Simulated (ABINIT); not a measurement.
Runs of ABINIT 10.8.3 (patched build) on FeO (Wuestite). It takes space group Fm-3m (No. 225, cubic). The conventional cell has a = 4.311 Å, b = 4.311 Å, c = 4.311 Å, α = 90.00°, β = 90.00°, γ = 90.00°. Fe (site symmetry m-3m) has 6 O at 2.16 Å as nearest neighbours. O (site symmetry m-3m) has 6 Fe at 2.16 Å as nearest neighbours. 

```csv
level,gap on the mesh (eV),pressure (GPa),moment (μB)
LDA,none,-15.9,4.00
RPBE,none,4.2,4.00
PBE,none,(a),4.00
PBEsol,none,-9.2,4.00
```

Alike in all rows: task band structure; potentials or basis JTH PAW PBE v2.0; spin collinear, ferromagnetic start; cell as given; k mesh 11 × 11 × 11; cutoff (eV) 844; smearing fermi-dirac 0.05 eV.

**Question.** Fill in the values left out.

**Answer.** (a) -1.1.

Caveats: a cell with one magnetic atom can't hold antiferromagnetic order, which such compounds often take; semilocal functionals often make such compounds metallic where correlation or magnetic order opens a gap, which also shifts bond lengths; the PAW data sets were made with another functional, which shifts forces and pressure a little (some runs).

A gap of «none» marks a metal or a gap under the smearing width.
